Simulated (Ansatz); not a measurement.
Computed with DFT PBE, scalar-relativistic, plane waves, PAW (Ansatz). All cells share a 420 eV cutoff and Γ-centred k meshes spaced at most about 0.3 Å⁻¹ (2π included). No spin polarisation.

Each guess is relaxed in cell and atoms at zero pressure, on a coarse mesh first where it starts far from rest and then on a converged one. The steps can't lower the symmetry of the start, but it can rise. Energies are static (0 K, no zero-point motion).

This guess for LiH isn't its lowest structure:

```
Li H
1.0
     3.24300    0.00000    0.00000
    -1.62150    2.80852    0.00000
     0.00000    0.00000   13.35783
Li H
5 5
Direct
  0.00000 0.00000 0.80000
  0.00000 0.00000 0.00000
  0.00000 0.00000 0.20000
  0.33333 0.66667 0.40000
  0.66667 0.33333 0.60000
  0.33333 0.66667 0.70000
  0.66667 0.33333 0.90000
  0.33333 0.66667 0.10000
  0.66667 0.33333 0.30000
  0.00000 0.00000 0.50000
```

**Question.** What does it relax into?

**Answer.** P-3m1 at 12.2 Å³/atom → P-3m1 at 8.1 Å³/atom. Conventional cell: a = 2.813 Å, c = 11.842 Å. Li on a site of symmetry 3m has 6 H at 1.99–2.04 Å; Li on a site of symmetry -3m is surrounded by 6 H at 2.03 Å; Li on a second site of symmetry 3m has 6 H at 1.99 Å; H on a site of symmetry 3m has 6 Li at 1.99 Å; 2 more sites not described.

```
Li H
1.0
     2.81255    0.00000    0.00000
    -1.40627    2.43574    0.00000
     0.00000    0.00000   11.84181
Li H
5 5
Direct
  0.00000 0.00000 0.79298
  0.00000 0.00000 0.00000
  0.00000 0.00000 0.20702
  0.33333 0.66667 0.40230
  0.66667 0.33333 0.59770
  0.33333 0.66667 0.69541
  0.66667 0.33333 0.89658
  0.33333 0.66667 0.10342
  0.66667 0.33333 0.30459
  0.00000 0.00000 0.50000
```

**Question.** How far does this end lie above the lowest form of LiH relaxed in the same way, and what is that form?

**Answer.** It lies 22 meV/atom above the lowest of the 7 forms computed, a structure that the Crystallography Open Database (COD) lists, of the rock salt type. Space group Fm-3m (No. 225), cubic, a = 4.008 Å. Li has 6 H at 2.00 Å; H is surrounded by 6 Li at 2.00 Å. That form has 8.0 Å³/atom and a gap of 2.98 eV on its mesh; the guess's end has 3.46 eV. Counting H atoms around Li (those within 1.25 times the shortest such distance or 1.15 times the sum of covalent radii), the guess's end and the lowest form both have Li 6. Shaken at random and relaxed again, the guess's end came back.

Kohn–Sham gaps at this level usually fall short of measured ones. With hydrogen, zero-point motion can shift such differences by 10 meV/atom or more. Some types were kept out of the candidates beforehand, so the set may lack a known form.
